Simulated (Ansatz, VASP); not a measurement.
**Two plane-wave programs on AlRu**

```
Al Ru
1.0
     2.94673    0.00000    0.00000
     0.00000    2.94673    0.00000
     0.00000    0.00000    2.90185
Al Ru
1 1
Direct
  0.00000 0.00000 0.00000
  0.50000 0.50000 0.50000
```

Change from the starting cell: strain -0.015 along x and y, -0.030 along z, atoms carried along.

Alike in both runs: task single point; functional PBE; k mesh 16 × 16 × 16; occupations gaussian, width 0.15 eV; no spin polarisation.

|  | VASP | Ansatz |
| --- | --- | --- |
| version | VASP 6.6.1 | Ansatz 0.2.0 |
| potentials or method | VASP PAW PBE potentials, release 64 (Al, Ru_pv) | scalar-relativistic, plane waves, PAW |
| plane-wave cutoff (eV) | 520 | 420 |
| valence electrons in the cell | 17 | 19 |

|  | VASP | Ansatz | Ansatz less VASP |
| --- | --- | --- | --- |
| gap on the k mesh at the Fermi level (eV) | none | none | - |
| pressure (GPa) | 17.5 | 17.5 | +0.07 |
| largest component of the traceless stress (GPa) | 2.14 | 2.13 | -0.005 |

A gap of «none» marks a metal or a gap that the smearing closes. The functional is the same, so the differences come from potentials, cutoffs and numerics. The two sets of potentials don't hold the same shells in valence.

Caveats: so large a pressure means that the cell lies far from this level's equilibrium, or that cutoff or potentials fall short (VASP).
